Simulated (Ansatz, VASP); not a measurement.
**As: VASP beside Ansatz**

File INCAR:

```
PREC = Accurate
ENCUT = 520
EDIFF = 1E-6
ISMEAR = -1
SIGMA = 0.1
LREAL = F
LASPH = T
NELM = 100
ALGO = Normal
ISIF = 2
LWAVE = F
LCHARG = T
GGA = CA
LELF = T
LVHAR = T
NBANDS = 12
```

KPOINTS

```
regular mesh
0
Gamma
  10 10 10
```

Contents of POSCAR:

```
As
1.0
    0.0000000000      3.0981695521      3.0981695521
    3.0981695521      0.0000000000      3.0981695521
    3.0981695521      3.0981695521      0.0000000000
As
2
Direct
    0.1250000000      0.1250000000      0.1250000000
    0.8750000000      0.8750000000      0.8750000000
```

Input for Ansatz:

```yaml
crystal:
  lattice:
    - [0.0, 3.0981695521, 3.0981695521]
    - [3.0981695521, 0.0, 3.0981695521]
    - [3.0981695521, 3.0981695521, 0.0]
  atoms:
    - { symbol: As, position: [0.125, 0.125, 0.125] }
    - { symbol: As, position: [0.875, 0.875, 0.875] }
hamiltonian:
  xc: lda
  pseudopotentials:
    kind: paw
    azcp:
      As: "pseudopotentials/As.paw.azcp"
basis:
  ecutwfc: 420
  fft_grid_basis: typed
kpoints:
  mp_grid: { grid: [10, 10, 10], shift: [0, 0, 0] }
magnetization:
  spin_polarized: false
scf:
  occupations: { method: fermi_dirac, width: 0.1 }
  lower_state_search: "off"
output:
  stress: true
```

Alike in both runs: task single point; functional LDA; k mesh 10 × 10 × 10; occupations fermi-dirac, width 0.1 eV; no spin polarisation.

|  | VASP | Ansatz |
| --- | --- | --- |
| version | VASP 6.6.1 | Ansatz 0.2.0 |
| potentials or method | VASP PAW LDA potentials, release 64 (As) | plane waves (420 eV) with PAW, scalar-relativistic |
| plane-wave cutoff (eV) | 520 | 420 |
| valence electrons in the cell | 10 | 30 |

|  | VASP | Ansatz | Ansatz less VASP |
| --- | --- | --- | --- |
| pressure (GPa) | -4.9 | -5.0 | -0.14 |

The two sets of potentials don't hold the same shells in valence. Ansatz warned: «pseudo_functional_mismatch».
